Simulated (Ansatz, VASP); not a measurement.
**BeS in VASP and in Ansatz**

```
Be S
1.0
     3.45446    0.00000    0.00000
    -1.72723    2.99165    0.00000
     0.00000    0.00000    5.09778
Be S
1 1
Direct
  0.00000 0.00000 0.00000
  0.33333 0.66667 0.00000
```

Alike in both runs: functional PBE; k mesh 12 × 12 × 6; occupations gaussian, width 0.02 eV; no spin polarisation.

Ansatz relaxed the structure, and its values are those at the end. VASP's run is a single point on that final structure, the one shown.

|  | VASP | Ansatz |
| --- | --- | --- |
| version | VASP 6.6.1 | Ansatz 0.2.0 |
| potentials or method | VASP PAW PBE potentials, release 64 (Be, S) | scalar-relativistic, plane waves, PAW |
| plane-wave cutoff (eV) | 520 | 420 |
| valence electrons in the cell | 8 | 8 |

```tsv
	VASP	Ansatz	Ansatz less VASP
gap on the k mesh at the Fermi level (eV)	4.09	4.07	-0.020
least direct gap on the mesh (eV)	4.46	4.44	-0.023
pressure (GPa)	0.0	0.0	+0.01
```

Caveats: this functional lacks dispersion, which binds the layers, so the pressure and a relaxed spacing across them are unreliable. A k mesh can miss the band edges.
